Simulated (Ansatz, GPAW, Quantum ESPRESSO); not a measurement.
# Ga: programs and potentials compared

```
CELL_PARAMETERS angstrom
-1.38440 1.38440 2.31122
1.38440 -1.38440 2.31122
1.38440 1.38440 -2.31122
ATOMIC_POSITIONS crystal
Ga 0.00000 0.00000 0.00000
```

This isn't the form of Ga at room conditions, which is orthorhombic.

Alike in all runs: task single point; functional PBEsol; k mesh 13 × 13 × 13; occupations fermi-dirac, width 0.05 eV; no spin polarisation; no spin-orbit coupling. Pressure is positive in compression and, in plane waves, holds the error of the finite cutoff, which Ansatz's Pulay term estimates and takes out.

| program and potentials | plane-wave cutoff (eV) | notes | pressure (GPa) |
| --- | --- | --- | --- |
| Ansatz, Ansatz PAW | 420 | potentials made for PBE, which Ansatz adapts in part; 13 valence electrons an atom on average; Pulay term of +0.05 GPa included | -0.32 |
| GPAW, PAW data sets generated for this functional | 600 | 3 valence electrons an atom on average | 0.07 |
| Ansatz, all-electron LAPW, scalar-relativistic | - | - | ? |
| Quantum ESPRESSO, GBRV 1.5 PBEsol | 762 | 19 valence electrons an atom on average | -0.25 |

Problem. Estimate from the other rows what the run with Ansatz, all-electron LAPW, scalar-relativistic gave.

Solution. Pressure -0.28 GPa. The other rows, which needn't bracket it: pressure -0.32 to 0.07.
